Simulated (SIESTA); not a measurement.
**Cu in SIESTA: the effect of functional**

Slab: Cu, a slab with vacuum.

```
Cu
1.0
     2.53410    0.00000    0.00000
    -1.26705    2.19459    0.00000
     0.00000    0.00000   23.22514
Cu
5
Direct
  0.33333 0.66667 0.32293
  0.66667 0.33333 0.41146
  0.33333 0.66667 0.50000
  0.66667 0.33333 0.58854
  0.33333 0.66667 0.67707
```

The slab is cut from a database's or a generator's crystal, which needn't be the stable form of the element.

Alike in all runs:

```yaml
Program: SIESTA 5.4.2
Task: single point
Basis: DZP (energy shift 0.003 Ry; two zetas on semicore shells)
Grid_cutoff: 800 Ry
Energy_shift: 0.003 Ry
k_mesh: 12 × 12 × 1
Occupations: fermi-dirac, width 0.05 eV
Spin: no spin polarisation
```

One run gave: largest force 0.20 eV/Å. Which functional did it use?
A. revPBE
B. RPBE
C. LDA
D. PBEsol
E. PW91

E.

```csv
functional,potentials or basis,largest force (eV/Å)
LDA,PseudoDojo 0.4 standard (LDA files),0.35
PBEsol,PseudoDojo 0.4 standard (PBEsol files),0.11
AM05,PseudoDojo 0.4 standard (PBEsol files),0.13
WC,PseudoDojo 0.4 standard (PBEsol files),0.09
PW91,PseudoDojo 0.4 standard (PBE files),0.20
revPBE,PseudoDojo 0.4 standard (PBE files),0.37
RPBE,PseudoDojo 0.4 standard (PBE files),0.44
BLYP,PseudoDojo 0.4 standard (PBE files),0.47
```

Caveats: the potentials were made for another functional, which shifts forces and pressure (some runs).

Runs at the PBE level aren't shown here.
